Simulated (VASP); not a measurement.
Crystal: Ta.

```xyz
1
Lattice="2.8530 0.0000 0.0000 -1.4265 2.4708 0.0000 0.0000 0.0000 2.6658" Properties=species:S:1:pos:R:3 pbc="T T T"
Ta    0.0000    0.0000    0.0000
```

The cell was built by a generator and needn't be a form met in nature.

| Item | Value |
| --- | --- |
| Program | VASP 6.6.1 |
| Task | relaxation of cell and atoms |
| Functional | PBEsol |
| Potentials or basis | VASP PAW PBE potentials, release 64 (Ta_pv) |
| Cutoff | 600 eV |
| k mesh | 24 × 24 × 20 |
| Occupations | gaussian, width 0.1 eV |
| Spin | no spin polarisation |

At the start: pressure 2.7 GPa; volume 18.79 Å³/atom.

**Question.** How do energy, volume and symmetry change on relaxing?

**Answer.** Over 13 steps the energy falls by 6.7 meV/atom and the volume is 19.07 Å³/atom (+1.5 %); space group P6/mmm (No. 191, to 0.05 Å).

The path:
| step | energy change (eV) | largest force (eV/Å) | pressure (GPa) | volume (Å³) |
| --- | --- | --- | --- | --- |
| 1 | 0.0000 | 0.0000 | 2.73 | 18.79 |
| 2 | 0.0109 | 0.0000 | -4.92 | 19.67 |
| 3 | -0.0066 | 0.0000 | -0.40 | 19.12 |
| 4 | -0.0066 | 0.0000 | -0.39 | 19.11 |
| 5 | -0.0066 | 0.0000 | -0.33 | 19.11 |
| 6 | -0.0066 | 0.0000 | 0.58 | 19.01 |
| 7 | -0.0067 | 0.0000 | 0.03 | 19.07 |
| 8 | -0.0067 | 0.0000 | 0.03 | 19.07 |
| 9 | -0.0067 | 0.0000 | 0.32 | 19.04 |
| 10 | -0.0067 | 0.0000 | 0.12 | 19.07 |
| 11 | -0.0067 | 0.0000 | -0.12 | 19.10 |
| 12 | -0.0067 | 0.0000 | -0.10 | 19.08 |
| 13 | -0.0067 | 0.0000 | -0.02 | 19.07 |

Final structure:
```yaml
crystal:
  lattice:
    - [2.85185, 0.00000, 0.00000]
    - [-1.42593, 2.46978, 0.00000]
    - [0.00000, 0.00000, 2.70794]
  atoms:
    - { symbol: Ta, position: [0.00000, 0.00000, 0.00000] }
```

Caveat: the PAW data sets were made with another functional, which shifts forces and pressure a little.
